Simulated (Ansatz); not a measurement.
W in Ansatz: convergence with smearing width

Input of the first run (smearing width 0.3 eV); the others differ in this setting and in those tied to it:

File input.yaml:

```yaml
crystal:
  lattice:
    - [2.809662, 0.0, 0.0]
    - [0.0, 4.86387, 0.0]
    - [0.0, 0.0, 4.923695]
  atoms:
    - { symbol: W, position: [0.793172, 0.936843, 0.75] }
    - { symbol: W, position: [0.206828, 0.436843, 0.75] }
    - { symbol: W, position: [0.206828, 0.063157, 0.25] }
    - { symbol: W, position: [0.793172, 0.563157, 0.25] }
hamiltonian:
  xc: r2scan
  pseudopotentials: { kind: paw_fr }
magnetization:
  noncollinear: true
  spin_orbit: true
kpoints:
  mp_grid: { grid: [8, 5, 5] }
scf:
  occupations: { method: gaussian, width: 0.3 }
output:
  forces: true
  stress: true
  eigenvalues: true
```

Potentials or basis: Ansatz PAW.

Run with:

```sh
$ ansatz run input.yaml --threads 2 --pin off --max-ram 5632MiB --backend cpu --events-out ev --progress --plain --runs-dir out
```

This isn't the form of W at room conditions, which is bcc.

Hardware: 2 threads of Intel(R) Xeon(R) Platinum 8488C (Sapphire Rapids), on a shared host.

**Question.** The values tried are 0.3 eV, 0.2 eV, 0.15 eV, 0.1 eV, 0.05 eV, 0.025 eV, 0.01 eV, 0.005 eV, loosest first. From which on does the pressure stay within 0.1 GPa of the tightest run that finished?

**Answer.** From 0.025 eV on.

```
smearing width  energy less the tightest run, at zero smearing (meV/atom)  pressure (GPa)  largest force (eV/Å)  SCF cycles  CPU time (s)  peak memory (GiB)
        0.3 eV                                                      -0.89           -6.31                 0.135           7            43               0.91
        0.2 eV                                                      -0.43           -6.32                 0.123           7            45               0.91
       0.15 eV                                                      -0.11           -6.34                 0.119           7            43               0.91
        0.1 eV                                                      -0.01           -6.36                 0.115           7            42               0.91
       0.05 eV                                                      -0.06           -6.37                 0.119           7            44               0.91
      0.025 eV                                                      -0.01           -6.32                 0.129           7            42               0.88
       0.01 eV                                                       0.00           -6.25                 0.139           7            42               0.91
      0.005 eV                                                       0.00           -6.23                 0.143           7            42               0.91
```

Against the tightest run, the energy stays within 1 meV/atom from 0.3 eV on; the largest force stays within 0.005 eV/Å from 0.01 eV on. Narrower smearing needs a denser k mesh, so at a fixed mesh the narrowest width isn't the most accurate. The tightest run that finished is the yardstick and may itself not be fully converged.

Caveat, for the tightest run too: the PAW data sets come from PBE, with cores solved anew for the run's functional, which leaves a small shift of forces and pressure.
